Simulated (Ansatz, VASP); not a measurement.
Ge: VASP beside Ansatz

run.py

```python
from ase import Atoms
from ase.calculators.vasp import Vasp
from ase.dft.bandgap import bandgap

atoms = Atoms(
    ['Ge', 'Ge'],
    cell=[[0.0, 2.82891, 2.82891], [2.82891, 0.0, 2.82891], [2.82891, 2.82891, 0.0]],
    scaled_positions=[[0.75, 0.75, 0.75], [0.5, 0.5, 0.5]],
    pbc=True,
)
calc = Vasp(
    directory='calc',
    xc='pbe',
    pp='PBE',
    setups='minimal',
    prec='Accurate',
    encut=500,
    ediff=1e-06,
    ismear=0,
    sigma=0.02,
    lreal=False,
    lasph=True,
    nelm=80,
    algo='Fast',
    isif=2,
    lwave=False,
    lcharg=False,
    kpts=[8, 8, 8],
    gamma=True,
    nbands=11,
)
atoms.calc = calc

print('energy (eV):', atoms.get_potential_energy())
print('free energy (eV):', atoms.get_potential_energy(force_consistent=True))
print('forces (eV/A):')
print(atoms.get_forces())
print('stress (eV/A^3, Voigt):', atoms.get_stress())
print('Fermi level (eV):', calc.get_fermi_level())
gap, top, bottom = bandgap(calc)
print('band gap (eV):', gap, 'from (spin, k, band)', top, 'to', bottom)
```

The input input.yaml:

```yaml
crystal:
  lattice:
    - [0.0, 2.82891, 2.82891]
    - [2.82891, 0.0, 2.82891]
    - [2.82891, 2.82891, 0.0]
  atoms:
    - { symbol: Ge, position: [0.75, 0.75, 0.75] }
    - { symbol: Ge, position: [0.5, 0.5, 0.5] }
hamiltonian:
  xc: pbe
  pseudopotentials: { kind: paw }
kpoints:
  mp_grid: { grid: [8, 8, 8] }
scf:
  occupations: { method: gaussian, width: 0.02 }
output:
  forces: true
  stress: true
  eigenvalues: true
```

Alike in both runs: task single point; functional PBE; k mesh 8 × 8 × 8; occupations gaussian, width 0.02 eV; no spin polarisation.

```csv
,VASP,Ansatz
version,VASP 6.6.1,Ansatz 0.2.0
potentials or method,"VASP PAW PBE potentials, release 64 (Ge)",Ansatz PAW
plane-wave cutoff (eV),500,420
valence electrons in the cell,8,28
```

|  | VASP | Ansatz | Ansatz less VASP |
| --- | --- | --- | --- |
| gap on the k mesh at the Fermi level (eV) | 0.06 | 0.03 | -0.034 |
| least direct gap on the mesh (eV) | 0.06 | 0.03 | -0.034 |
| pressure (GPa) | 4.4 | 3.6 | -0.83 |

The two sets of potentials don't hold the same shells in valence.

A k mesh can miss the band edges. PBE gaps usually lie below the measured ones, often by a third to a half.
